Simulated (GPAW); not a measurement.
# CsPbCl3 (Pm-3m) in GPAW: settings compared

Aim: see how the results for CsPbCl3 move with the level of theory and the settings. Levels: LDA, AM05, PBEsol. Tasks: optical spectrum.

Program: GPAW 26.7.0. These are calculated values, not measurements. Logs are shortened: lines on timing, memory, paths and dates and some standing lists are left out, and cuts for length are marked. The log counts tension as positive stress, the text compression.

## 1. The crystal as given

It takes space group Pm-3m (No. 221, cubic). Conventional cell: a = 5.605 Å, b = 5.605 Å, c = 5.605 Å, α = 90.00°, β = 90.00°, γ = 90.00°. Pb (site symmetry m-3m) has 6 Cl at 2.80 Å as nearest neighbours. Cs (site symmetry m-3m) has 12 Cl at 3.96 Å as nearest neighbours. Around Cl (site symmetry 4/mmm) lie 2 Pb at 2.80 Å.

## 2. Optical spectrum, LDA

Input file run.py:

```python
from ase.dft.bandgap import bandgap
from ase.io import read, write
from gpaw import GPAW, PW
from gpaw.response.df import DielectricFunction

atoms = read('POSCAR')

calc = GPAW(mode=PW(450),
            xc='LDA',
            kpts={'size': (4, 4, 4), 'gamma': True},
            occupations={'name': 'fermi-dirac', 'width': 0.001},
            nbands=37,
            convergence={'density': 1e-06},
            maxiter=150,
            txt='gpaw.txt')
atoms.calc = calc
energy = atoms.get_potential_energy()
calc.write('gs.gpw')
write('result.traj', atoms)
print(f'Energy: {energy:.6f} eV')
print('Fermi level:', round(calc.get_fermi_level(), 4), 'eV')
print(f'Gap: {bandgap(calc)[0]:.4f} eV, direct: {bandgap(calc, direct=True)[0]:.4f} eV')

dense = calc.fixed_density(kpts={'size': (9, 9, 9), 'gamma': True},
                           nbands=68, convergence={'bands': 62, 'eigenstates': 1e-7},
                           update_fermi_level=True, txt='dense.txt')
dense.write('dense.gpw', mode='all')

df = DielectricFunction('dense.gpw', frequencies={'type': 'nonlinear', 'domega0': 0.05, 'omega2': 10},
                        eta=0.1, ecut=50, nbands=62, intraband=False, txt='df.txt')
for direction in ['x']:
    df.get_dielectric_function(xc='RPA', direction=direction, filename=f'df_{direction}.csv')
    e0, e = df.get_macroscopic_dielectric_constant(xc='RPA', direction=direction)
    print(f'{direction}: static eps {e0:.4f} without, {e:.4f} with local fields')
```

Input file POSCAR:

```
CsPbCl3
1.0
    5.6050000000      0.0000000000      0.0000000000
    0.0000000000      5.6050000000      0.0000000000
    0.0000000000      0.0000000000      5.6050000000
Pb Cs Cl
1 1 3
Direct
    0.5000000000      0.5000000000      0.5000000000
    0.0000000000      0.0000000000      0.0000000000
    0.5000000000      0.0000000000      0.5000000000
    0.0000000000      0.5000000000      0.5000000000
    0.5000000000      0.5000000000      0.0000000000
```

Potentials or basis: the program's PAW data sets (release 1.2.1) made for this functional, pw.

Launch:

```console
OMP_NUM_THREADS=1 python run.py
```

gpaw.txt:

```text
__  _  _
 | _ |_)|_||  |
 |__||  | ||/\| - 26.7.0

Input parameters:
  mode=PW(ecut=450.00000000000006),
  convergence={'density': 1e-06},
  kpts=MonkhorstPack(size=(4, 4, 4), gamma=True),
  maxiter=150,
  nbands=37,
  occupations=Occupations(name='fermi-dirac', width=0.001),
  xc=XC(name='LDA')

Diagonalizing LCAO Hamiltonian
Converting LCAO to pw mode
    .-------------.
   /|             |
  / |             |
 *  |             |
 |  |             |
 | Cl    Pb       |
 |  |   Cl        |
 |  .-------------.
 | /     Cl      /
 |/             /
 Cs------------*

Atoms  # Å, Bohr magnetons
|   | symbol |        x |        y |        z |    initial magnetic moments |
|---|--------|----------|----------|----------|-----------------------------|
| 0 |     Pb | 2.802500 | 2.802500 | 2.802500 | ( 0.0000,  0.0000,  0.0000) |
| 1 |     Cs | 0.000000 | 0.000000 | 0.000000 | ( 0.0000,  0.0000,  0.0000) |
| 2 |     Cl | 2.802500 | 0.000000 | 2.802500 | ( 0.0000,  0.0000,  0.0000) |
| 3 |     Cl | 0.000000 | 2.802500 | 2.802500 | ( 0.0000,  0.0000,  0.0000) |
| 4 |     Cl | 2.802500 | 2.802500 | 0.000000 | ( 0.0000,  0.0000,  0.0000) |

Unit cell  # Å
| periodic |        x |        y |        z |  lengths |    angles |
|----------|----------|----------|----------|----------|-----------|
|      yes | 5.605000 | 0.000000 | 0.000000 | 5.605000 | 90.000000 |
|      yes | 0.000000 | 5.605000 | 0.000000 | 5.605000 | 90.000000 |
|      yes | 0.000000 | 0.000000 | 5.605000 | 5.605000 | 90.000000 |

Number of symmetries: 48
Symmetry operations  # r_c * U_cc + t_c -> r_c
|    | kind |            matrix            |
|----|------|------------------------------|
|  0 |  E   |  1, 0, 0,  0, 1, 0,  0, 0, 1 |
|  1 |  σ   |  1, 0, 0,  0, 1, 0,  0, 0,-1 |
|  2 |  σ   |  1, 0, 0,  0, 0, 1,  0, 1, 0 |
|  3 |  C4  |  1, 0, 0,  0, 0, 1,  0,-1, 0 |
|  4 |  C4  |  1, 0, 0,  0, 0,-1,  0, 1, 0 |
|  5 |  σ   |  1, 0, 0,  0, 0,-1,  0,-1, 0 |
|  6 |  σ   |  1, 0, 0,  0,-1, 0,  0, 0, 1 |
|  7 |  C2  |  1, 0, 0,  0,-1, 0,  0, 0,-1 |
|  8 |  σ   |  0, 1, 0,  1, 0, 0,  0, 0, 1 |
|  9 |  C2  |  0, 1, 0,  1, 0, 0,  0, 0,-1 |
| 10 |  C3  |  0, 1, 0,  0, 0, 1,  1, 0, 0 |
| 11 |  S6  |  0, 1, 0,  0, 0, 1, -1, 0, 0 |
| 12 |  S6  |  0, 1, 0,  0, 0,-1,  1, 0, 0 |
| 13 |  C3  |  0, 1, 0,  0, 0,-1, -1, 0, 0 |
| 14 |  C4  |  0, 1, 0, -1, 0, 0,  0, 0, 1 |
| 15 |  S4  |  0, 1, 0, -1, 0, 0,  0, 0,-1 |
| 16 |  C3  |  0, 0, 1,  1, 0, 0,  0, 1, 0 |
| 17 |  S6  |  0, 0, 1,  1, 0, 0,  0,-1, 0 |
| 18 |  σ   |  0, 0, 1,  0, 1, 0,  1, 0, 0 |
| 19 |  C4  |  0, 0, 1,  0, 1, 0, -1, 0, 0 |
| 20 |  C2  |  0, 0, 1,  0,-1, 0,  1, 0, 0 |
| 21 |  S4  |  0, 0, 1,  0,-1, 0, -1, 0, 0 |
| 22 |  S6  |  0, 0, 1, -1, 0, 0,  0, 1, 0 |
| 23 |  C3  |  0, 0, 1, -1, 0, 0,  0,-1, 0 |
| 24 |  S6  |  0, 0,-1,  1, 0, 0,  0, 1, 0 |
| 25 |  C3  |  0, 0,-1,  1, 0, 0,  0,-1, 0 |
| 26 |  C4  |  0, 0,-1,  0, 1, 0,  1, 0, 0 |
| 27 |  σ   |  0, 0,-1,  0, 1, 0, -1, 0, 0 |
| 28 |  S4  |  0, 0,-1,  0,-1, 0,  1, 0, 0 |
| 29 |  C2  |  0, 0,-1,  0,-1, 0, -1, 0, 0 |
| 30 |  C3  |  0, 0,-1, -1, 0, 0,  0, 1, 0 |
| 31 |  S6  |  0, 0,-1, -1, 0, 0,  0,-1, 0 |
| 32 |  C4  |  0,-1, 0,  1, 0, 0,  0, 0, 1 |
| 33 |  S4  |  0,-1, 0,  1, 0, 0,  0, 0,-1 |
| 34 |  S6  |  0,-1, 0,  0, 0, 1,  1, 0, 0 |
| 35 |  C3  |  0,-1, 0,  0, 0, 1, -1, 0, 0 |
| 36 |  C3  |  0,-1, 0,  0, 0,-1,  1, 0, 0 |
| 37 |  S6  |  0,-1, 0,  0, 0,-1, -1, 0, 0 |
| 38 |  σ   |  0,-1, 0, -1, 0, 0,  0, 0, 1 |
| 39 |  C2  |  0,-1, 0, -1, 0, 0,  0, 0,-1 |
| 40 |  σ   | -1, 0, 0,  0, 1, 0,  0, 0, 1 |
| 41 |  C2  | -1, 0, 0,  0, 1, 0,  0, 0,-1 |
| 42 |  C2  | -1, 0, 0,  0, 0, 1,  0, 1, 0 |
| 43 |  S4  | -1, 0, 0,  0, 0, 1,  0,-1, 0 |
| 44 |  S4  | -1, 0, 0,  0, 0,-1,  0, 1, 0 |
| 45 |  C2  | -1, 0, 0,  0, 0,-1,  0,-1, 0 |
| 46 |  C2  | -1, 0, 0,  0,-1, 0,  0, 0, 1 |
| 47 |  i   | -1, 0, 0,  0,-1, 0,  0, 0,-1 |

BZ-sampling:
  Number of BZ points: 64
  Number of IBZ points: 10

  Monkhorst-Pack size: [4, 4, 4]
  Monkhorst-Pack shift: [0.125, 0.125, 0.125]

K-points  # in reciprocal-cell coordinates
|   |                                coordinates |     weight |
|---|--------------------------------------------|------------|
| 0 | (  0.00000000,   0.00000000,   0.00000000) | 0.01562500 |
| 1 | (  0.25000000,   0.00000000,   0.00000000) | 0.09375000 |
| 2 | (  0.25000000,   0.25000000,   0.00000000) | 0.18750000 |
| 3 | (  0.25000000,   0.25000000,   0.25000000) | 0.12500000 |
| 4 | (  0.50000000,   0.00000000,   0.00000000) | 0.04687500 |
| 5 | (  0.50000000,   0.25000000,   0.00000000) | 0.18750000 |
| 6 | (  0.50000000,   0.25000000,   0.25000000) | 0.18750000 |
| 7 | (  0.50000000,   0.50000000,   0.00000000) | 0.04687500 |
| 8 | (  0.50000000,   0.50000000,   0.25000000) | 0.09375000 |
| 9 | (  0.50000000,   0.50000000,   0.50000000) | 0.01562500 |

Plane wave coefficients: 3840
Cutoff: 450.00000000000006 eV

Spin-components: 1 (collinear spins)
Bands:           37
Projectors:      26
Spin-degeneracy: 2
Datatype:        complex128

Parallelization:
  kpt:    1
  domain: 1
  band:   1

Density:
  Valence electrons: 44.0
  Components: 1
  Grid points: [28 28 28]
  Charge: 0.0  # |e|

Potential:
  Grid points: [28 28 28]

species:
  Pb:
    name:    Lead
    Z:       82.0
    valence: 14
    core:    68
    charge:  0.0  # [|e|]
    compensation charges:
      type: gauss
      rc: 0.38  # [Å]
      lmax: 2
    cutoffs:
      filter: 2.36  # [Å]
      core: 2.43  # [Å]
    projectors
    | kind |    occ | energy [eV] | rcut [Å] |
    |------|--------|-------------|----------|
    |   6s |  2.000 |     -12.249 |    1.259 |
    |   6p |  2.000 |      -3.713 |    1.275 |
    |   5d | 10.000 |     -21.326 |    1.217 |
    |    s |        |      14.962 |    1.259 |
    |    p |        |      23.498 |    1.275 |
    |    d |        |       5.885 |    1.217 |

    Using partial waves for Pb as LCAO basis

  Cs:
    name:    Caesium
    Z:       55.0
    valence: 9
    core:    46
    charge:  0.0  # [|e|]
    compensation charges:
      type: gauss
      rc: 0.33  # [Å]
      lmax: 2
    cutoffs:
      filter: 2.06  # [Å]
      core: 2.51  # [Å]
    projectors
    | kind |    occ | energy [eV] | rcut [Å] |
    |------|--------|-------------|----------|
    |   5s |  2.000 |     -26.872 |    1.164 |
    |   6s |  1.000 |      -2.224 |    1.164 |
    |   5p |  6.000 |     -13.611 |    1.058 |
    |    p |        |      13.601 |    1.058 |
    |    d |        |       0.000 |    1.058 |

    Using partial waves for Cs as LCAO basis

  Cl:
    name:    Chlorine
    Z:       17.0
    valence: 7
    core:    10
    charge:  0.0  # [|e|]
    compensation charges:
      type: gauss
      rc: 0.25  # [Å]
      lmax: 2
    cutoffs:
      filter: 1.40  # [Å]
      core: 1.49  # [Å]
    projectors
    | kind |    occ | energy [eV] | rcut [Å] |
    |------|--------|-------------|----------|
    |   3s |  2.000 |     -20.688 |    0.794 |
    |   3p |  5.000 |      -8.701 |    0.794 |
    |    s |        |       6.523 |    0.794 |
    |    p |        |      18.511 |    0.794 |
    |    d |        |       0.000 |    0.794 |

    Using partial waves for Cl as LCAO basis

Reference energy: -816162.587796  # eV

eigensolver:
  PPCG
  Converge bands: occupied
  niter=2

density mixing:
  MSR1-Mixer
  Pratt-step length: 0.05
  Maximum mixing coefficient: 0.75
  Old densities: 10
  SVD Regularization: 0.005
  Good broyden scale: 1.0
  Trust region scale: 1.0
  Backstep threshold: 4.0
  History deletion threshold: 6.0
  Fourier metric: weight=20.0, sigma=0.015

occupation numbers:
  Fermi-Dirac:
    width: 0.0010  # eV

poisson solver:
  ecut: 3600.0000000000005  # eV

xc functional:
  name: None

convergence criteria:
- Maximum integral of absolute [dens]ity change: 1e-06 electrons / valence electron
- Maximum [total energy] change in last 3 cyles: 0.0005 eV / valence electron
- Maximum integral of absolute [eigenst]ate change: 4e-08 eV^2 / valence electron
maximum number of iterations: 150

SCF iterations
|iter     | |      energy | eigst |  dens |
|---------|-|-------------|-------|-------|
|iter:   1| |  -20.190309 | -0.12 |       |
|iter:   2| |  -20.090537 | -1.75 | -1.27 |
|iter:   3| |  -19.545311 | -1.84 | -1.32 |
|iter:   4| |  -19.519720 | -3.14 | -1.79 |
|iter:   5| |  -19.519424 | -4.25 | -2.26 |
|iter:   6| |  -19.519468c| -5.13 | -2.99 |
|iter:   7| |  -19.519471c| -6.41 | -3.58 |
|iter:   8| |  -19.519471c| -7.42c| -4.06 |
|iter:   9| |  -19.519471c| -7.99c| -4.94 |
|iter:  10| |  -19.519471c| -8.41c| -5.87 |
|iter:  11| |  -19.519471c| -8.89c| -6.40c|

Converged in 11 steps
Energy contributions relative to reference atoms: (reference = -816162.587796)

Energy contributions:
  Kinetic:          22.480344
  Coulomb:         -23.856897
  Zero:             -0.104659
  External:          0.000000
  Xc:              -18.038260
  Entropy:          -0.000000
  Spinorbit:         0.000000
  ----------------------------
  Free energy:     -19.519471
  Extrapolated:    -19.519471

dipole moment: (-52.552945, -52.552945, -52.552945)  # |e|*Ang

Fermi level: 3.872
Eigenvalues  # (at kpt = [0.000, 0.000, 0.000])
| band index |      eig [eV] | occ [0-2] |
|------------|---------------|-----------|
|          0 |       -18.576 |     2.000 |
|        ... |               |           |
|         14 |        -1.987 |     2.000 |
|         15 |        -1.987 |     2.000 |
|         16 |         0.129 |     2.000 |
|         17 |         0.129 |     2.000 |
|         18 |         0.129 |     2.000 |
|         19 |         0.239 |     2.000 |
[... 8 lines left out ...]
|         28 |         8.724 |     0.000 |
|         29 |         8.724 |     0.000 |
|        ... |               |           |
|         36 |        13.557 |     0.000 |

Gap: 1.678 eV
Transition (v -> c):
  (s=0, k=9, n=21, [0.50, 0.50, 0.50]) -> (s=0, k=9, n=22, [0.50, 0.50, 0.50])
No difference between direct/indirect transitions
# Writing to gs.gpw (mode='')
```

It took 4.7 min on 1 thread of Arm Neoverse V2, shared host; peak memory 0.87 GiB.

What came out:

| Item | Value |
| --- | --- |
| Free energy | -19.5195 eV |
| Band gap on the k mesh | 1.68 eV, direct |

Dielectric function (mean over the directions given):
```tsv
energy (eV)	real part	imaginary part
0.25	4.01	0.01
1.15	4.25	0.05
2.18	4.64	0.85
3.17	4.88	2.37
4.16	3.86	3.64
5.16	1.81	3.19
6.15	1.35	2.44
7.12	1.39	1.71
8.16	0.94	2.17
9.18	0.75	1.29
10.06	1.26	1.11
11.09	0.69	1.86
12.08	1.09	1.21
13.00	1.07	1.30
14.10	1.02	1.13
15.13	0.75	1.65
16.21	0.62	0.96
17.36	0.57	0.90
18.58	0.50	0.76
19.87	0.67	0.62
```

Caveat: the long-wavelength limit can be off by a per cent or two; independent-particle spectra lack excitons; spin-orbit coupling is left out, which as a rule narrows the gap of such compounds by several tenths of an eV; an odd mesh through Γ misses points on the zone boundary, where band edges often lie. A hybrid or GW would open this gap; LDA tends to underestimate it.

## 3. Optical spectrum, AM05

run.py: that of step 2 with these lines changed.

```diff
@@ -2,4 +2,6 @@
 from ase.io import read, write
-from gpaw import GPAW, PW
+from gpaw import GPAW, PW, setup_paths
 from gpaw.response.df import DielectricFunction
+
+setup_paths.insert(0, '.')
 
@@ -8,3 +10,3 @@
 calc = GPAW(mode=PW(450),
-            xc='LDA',
+            xc='AM05',
             kpts={'size': (4, 4, 4), 'gamma': True},
```

POSCAR is that of step 2.

Potentials or basis: PAW data sets generated in the run's folder for this functional, pw.

Launch:

```console
gpaw-setup -f AM05 Cl Cs Pb
OMP_NUM_THREADS=1 python run.py
```

gpaw.txt:

```text
__  _  _
 | _ |_)|_||  |
 |__||  | ||/\| - 26.7.0

Input parameters:
  mode=PW(ecut=450.00000000000006),
  convergence={'density': 1e-06},
  kpts=MonkhorstPack(size=(4, 4, 4), gamma=True),
  maxiter=150,
  nbands=37,
  occupations=Occupations(name='fermi-dirac', width=0.001),
  xc=XC(name='AM05')

Diagonalizing LCAO Hamiltonian
Converting LCAO to pw mode
    .-------------.
   /|             |
  / |             |
 *  |             |
 |  |             |
 | Cl    Pb       |
 |  |   Cl        |
 |  .-------------.
 | /     Cl      /
 |/             /
 Cs------------*

Atoms  # Å, Bohr magnetons
|   | symbol |        x |        y |        z |    initial magnetic moments |
|---|--------|----------|----------|----------|-----------------------------|
[... 221 lines left out ...]
|---------|-|-------------|-------|-------|
|iter:   1| |  -18.124712 | -0.14 |       |
|iter:   2| |  -18.019178 | -1.77 | -1.26 |
|iter:   3| |  -17.481742 | -1.73 | -1.30 |
|iter:   4| |  -17.474963 | -3.06 | -1.78 |
|iter:   5| |  -17.478767c| -4.09 | -2.23 |
|iter:   6| |  -17.479177c| -4.92 | -2.92 |
|iter:   7| |  -17.479201c| -6.09 | -3.54 |
|iter:   8| |  -17.479207c| -6.96 | -3.99 |
|iter:   9| |  -17.479207c| -7.98c| -4.81 |
|iter:  10| |  -17.479207c| -8.35c| -5.42 |
|iter:  11| |  -17.479207c| -8.87c| -6.07c|

Converged in 11 steps
Energy contributions relative to reference atoms: (reference = -816192.621016)

Energy contributions:
  Kinetic:          30.990728
  Coulomb:         -31.103548
  Zero:             -0.140817
  External:          0.000000
  Xc:              -17.225569
  Entropy:          -0.000000
  Spinorbit:         0.000000
  ----------------------------
  Free energy:     -17.479207
  Extrapolated:    -17.479207

dipole moment: (-52.516664, -52.516664, -52.516664)  # |e|*Ang

Fermi level: 4.211
Eigenvalues  # (at kpt = [0.000, 0.000, 0.000])
| band index |      eig [eV] | occ [0-2] |
|------------|---------------|-----------|
|          0 |       -18.348 |     2.000 |
|        ... |               |           |
|         14 |        -1.662 |     2.000 |
|         15 |        -1.662 |     2.000 |
|         16 |         0.414 |     2.000 |
|         17 |         0.414 |     2.000 |
|         18 |         0.414 |     2.000 |
|         19 |         0.518 |     2.000 |
[... 8 lines left out ...]
|         28 |         9.159 |     0.000 |
|         29 |         9.159 |     0.000 |
|        ... |               |           |
|         36 |        14.055 |     0.000 |

Gap: 1.820 eV
Transition (v -> c):
  (s=0, k=9, n=21, [0.50, 0.50, 0.50]) -> (s=0, k=9, n=22, [0.50, 0.50, 0.50])
No difference between direct/indirect transitions
# Writing to gs.gpw (mode='')
```

stdout:

```text
Energy: -17.479207 eV
Fermi level: 4.2112 eV
Gap: 1.8204 eV, direct: 1.8204 eV
x: static eps 4.3106 without, 3.7896 with local fields
```

df.txt:

```text
NonLinearFrequencyDescriptor(from 0.000 to 40.675 eV, 304 points)
NonLinearFrequencyDescriptor(from 0.000 to 40.675 eV, 304 points)

Calculating chi0 body with:
    Ground state adapter containing:
    Number of spins: 1
    Number of kpoints: 729
    Number of irreducible kpoints: 35
    Number of completely occupied states: 22
    Number of partially occupied states: 22

    Linear response parametrization:
    q_c: [0.0, 0.0, 0.0]
    Number of frequency points: 304
    Planewave cutoff: 50.0
    Number of bands: 62
    Number of planewaves: 147
    Broadening (eta): 0.1

Integrating chi0 body.

Symmetries of q_c:
    Direct symmetries (Uq -> q): 48
    Indirect symmetries (TUq -> q): 0
In total 48 allowed symmetries.

Integral kind: spectral function

Calculating chi0 optical extensions with:
    Ground state adapter containing:
    Number of spins: 1
    Number of kpoints: 729
    Number of irreducible kpoints: 35
    Number of completely occupied states: 22
    Number of partially occupied states: 22

    Linear response parametrization:
    Number of frequency points: 304
    Planewave cutoff: 50.0
    Number of bands: 62
    Number of planewaves: 147
    Broadening (eta): 0.1
Integrating chi0 head and wings.

Symmetries of q_c:
    Direct symmetries (Uq -> q): 48
    Indirect symmetries (TUq -> q): 0
In total 48 allowed symmetries.

Integral kind: spectral function wings

Finished calculating chi0
```

It took 5 min on 1 thread of Arm Neoverse V2, shared host; peak memory 0.87 GiB.

Results:

```yaml
Free_energy: -17.4792 eV
Band_gap_on_the_k_mesh: 1.82 eV, direct
```

Dielectric function (mean over the directions given):
```csv
energy (eV),real part,imaginary part
0.25,3.80,0.01
1.15,3.99,0.04
2.18,4.83,1.03
3.17,4.54,2.81
4.16,3.54,2.42
5.16,2.08,2.94
6.15,1.58,1.87
7.12,1.67,1.52
8.16,1.26,2.17
9.18,0.68,1.41
10.06,1.18,1.03
11.09,1.48,1.76
12.08,1.02,1.10
13.00,1.14,1.16
14.10,0.95,1.05
15.13,1.07,1.28
16.21,0.57,0.96
17.36,0.60,0.88
18.58,0.58,0.88
19.87,0.65,0.62
```

Caveat: the long-wavelength limit can be off by a per cent or two; independent-particle spectra lack excitons; spin-orbit coupling is left out, which as a rule narrows the gap of such compounds by several tenths of an eV; an odd mesh through Γ misses points on the zone boundary, where band edges often lie.

(Part 1 of 2 ends here.)
